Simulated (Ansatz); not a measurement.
**HfB$_{2}$: do energies and stresses tell the same story?**

Computed with Ansatz, DFT PBE, scalar-relativistic, plane waves, PAW.

Plane waves to 420 eV, a k mesh through Γ of 18×18×12 on the computed 3-atom cell and Gaussian smearing (0.10 eV); no spin polarisation.

Relaxed cell: P6/mmm, a = 3.145 Å, b = 3.145 Å, c = 3.486 Å, α = 90.00°, β = 90.00°, γ = 120.00°, 3 atoms in the primitive cell. Whether it is the stable form of this composition wasn't checked.

Energies at zero smearing and pressures from the stress tensor, at volumes with shape and atoms relaxed:
| V (Å³/atom) | E − E(first) (meV/atom) | P (GPa) |
| --- | --- | --- |
| 9.360 | 0.00 | 17.33 |
| 9.659 | -23.42 | 8.03 |
| 9.957 | -30.72 | 0.01 |
| 10.256 | -24.13 | -6.91 |
| 10.555 | -5.54 | -12.88 |

Q: Check P = −dE/dV between neighbouring volumes, and get the bulk modulus from the pressures alone.

A: With 1 eV/Å³ = 160.2 GPa:
```json
{"middle V (Å³/atom)": "9.509", "−ΔE/ΔV (GPa)": "12.561", "mean P (GPa)": "12.681"}
{"middle V (Å³/atom)": "9.808", "−ΔE/ΔV (GPa)": "3.918", "mean P (GPa)": "4.022"}
{"middle V (Å³/atom)": "10.107", "−ΔE/ΔV (GPa)": "-3.539", "mean P (GPa)": "-3.447"}
{"middle V (Å³/atom)": "10.405", "−ΔE/ΔV (GPa)": "-9.971", "mean P (GPa)": "-9.892"}
```

The two differ by 0.12 GPa at most. The mean of two end pressures misses the average over a step by about ΔV² P″/12, up to 0.11 GPa here; with that taken off 0.01 GPa remains. Around V = 9.957 Å³/atom, the two neighbours give B = −V ΔP/ΔV = 9.957 × 14.94 / 0.597 = 249.0 GPa, against B0 = 248.0 GPa from the Birch–Murnaghan fit of the energies.

Spin–orbit coupling is left out, which can shift energies with elements as heavy as these.